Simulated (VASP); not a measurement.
**VASP 6.6.1 run: NaI**

INCAR

```
ISMEAR = -1
METAGGA = MBJ
SIGMA = 0.02
NBANDS = 14
NELM = 120
IBRION = -1
LCHARG = .FALSE.
ISYM = -1
NSW = 0
ENCUT = 520
PREC = Accurate
ISIF = 2
LREAL = .FALSE.
LASPH = .TRUE.
EDIFF = 1E-7
LWAVE = .FALSE.
```

KPOINTS

```
KPOINTS created by Atomic Simulation Environment
0
Gamma
4 4 4
0 0 0
```

POSCAR

```
Na I
 1.0000000000000000
     0.0838717311000000    3.5700180101000001    3.5700180101000001
     3.5700180101000001    0.0838717311000000    3.5700180101000001
     3.5700180101000001    3.5700180101000001    0.0838717311000000
 Na  I
   1   1
Cartesian
  0.0183627528701113  0.0183627528701112  0.0183627528701112
  1.7876141849548879  1.7876141849548879  1.7876141849548879
```

The recommended PBE PAW datasets give the neutral cell 14 valence electrons.

Command

```
mpirun -np 1 vasp_std
```

OSZICAR

```
N       E                     dE             d eps       ncg     rms          rms(c)
DAV:   1     0.442357972808E+03    0.44236E+03   -0.62043E+03  1792   0.857E+02
DAV:   2     0.365909846913E+03   -0.76448E+02   -0.71144E+02  1894   0.199E+02
DAV:   3     0.358823610213E+03   -0.70862E+01   -0.70432E+01  2242   0.593E+01
DAV:   4     0.358650021983E+03   -0.17359E+00   -0.17353E+00  2188   0.100E+01
DAV:   5     0.358645336679E+03   -0.46853E-02   -0.46852E-02  2354   0.172E+00    0.330E+00
DAV:   6     0.358498360794E+03   -0.14698E+00   -0.18852E+00  2260   0.132E+01    0.291E+00
DAV:   7     0.359023435077E+03    0.52507E+00   -0.18453E-01  2080   0.405E+00    0.240E+00
DAV:   8     0.359396015007E+03    0.37258E+00   -0.16153E-01  2008   0.216E+00    0.227E+00
DAV:   9     0.359660705029E+03    0.26469E+00   -0.13313E-01  1840   0.283E+00    0.702E-01
DAV:  10     0.359585296412E+03   -0.75409E-01   -0.19543E-01  2260   0.400E+00    0.324E+00
...
DAV:  53     0.359997418867E+03   -0.47218E-04   -0.14064E-09   902   0.282E-04    0.497E-04
DAV:  54     0.359997374710E+03   -0.44157E-04   -0.86726E-10   896   0.230E-04    0.167E-04
DAV:  55     0.359997343795E+03   -0.30916E-04   -0.65560E-10   896   0.184E-04    0.670E-05
DAV:  56     0.359997321223E+03   -0.22572E-04   -0.47419E-10   896   0.166E-04    0.531E-05
DAV:  57     0.359997310991E+03   -0.10231E-04   -0.28690E-10   896   0.150E-04    0.896E-05
DAV:  58     0.359997302862E+03   -0.81293E-05   -0.10311E-10   896   0.936E-05    0.284E-05
DAV:  59     0.359997298753E+03   -0.41094E-05   -0.26875E-11   896   0.422E-05    0.151E-05
DAV:  60     0.359997298874E+03    0.12122E-06   -0.24281E-11   896   0.415E-05    0.463E-05
DAV:  61     0.359997298827E+03   -0.46862E-07   -0.13177E-11   896   0.249E-05
   1 F= 0.35999730E+03 E0= 0.35999730E+03  d E =-.134711E-11
```

Standard output (part)

```
POSCAR found type information on POSCAR NaI
 POSCAR found :  2 types and       2 ions
 LDA part: xc-table for (None), standard interpolation
 POSCAR, INCAR and KPOINTS ok, starting setup
 WAVECAR not read
 entering main loop
```

It converged. Results: gap between bands v and c on the k mesh 5.98 eV; least direct gap on the k mesh 5.98 eV. Band v is the last that the valence electrons fill when counted band by band, and c is the next.

The MBJ potential has no energy functional, so only its levels carry meaning.

For comparison, a separate PBE run of the intended cell, on usual settings and not on those above, gives a gap of 3.80 eV on its mesh and a pressure of 0.5 GPa.

The run above took about 7.3 min on one core of a shared host (Intel Xeon Platinum 8488C) and held 0.28 GiB at most.
